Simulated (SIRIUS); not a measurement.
## FeO (Wuestite) in SIRIUS: the effect of functional

The system is FeO (Wuestite).

```
CELL_PARAMETERS angstrom
0.00000 2.15540 2.15540
2.15540 0.00000 2.15540
2.15540 2.15540 0.00000
ATOMIC_POSITIONS crystal
Fe 0.00000 0.00000 0.00000
O 0.50000 0.50000 0.50000
```

Alike in all runs:

- Program: SIRIUS 7.12.0
- Task: single point
- Potentials or basis: PseudoDojo 0.4.1 PBE standard (scalar relativistic)
- Cutoff: 1228 eV
- Density cutoff: 4912 eV
- k mesh: 6 × 6 × 6
- Occupations: fermi-dirac, width 0.05 eV
- Spin: collinear spin, ferromagnetic start
- Starting moments: [3.0, 0.0] μB

One run gave: pressure 4.4 GPa. Which functional did it use?
A. RPBE
B. PW91
C. revPBE
D. LDA-PZ
E. BLYP

A.

```tsv
functional	pressure (GPa)
PBE	-0.7
PBEsol	-8.8
RPBE	4.4
revPBE	3.0
BLYP	6.3
PW91	-1.3
AM05	-8.6
LDA-PZ	-15.2
SOGGA11	-2.0
KT2	-15.7
```

Caveats: all runs use coarse meshes; a cell with one magnetic atom can't hold antiferromagnetic order, which such compounds often take; the potentials were made for another functional, which shifts forces and pressure (some runs).

Not every run made on this cell is shown here.
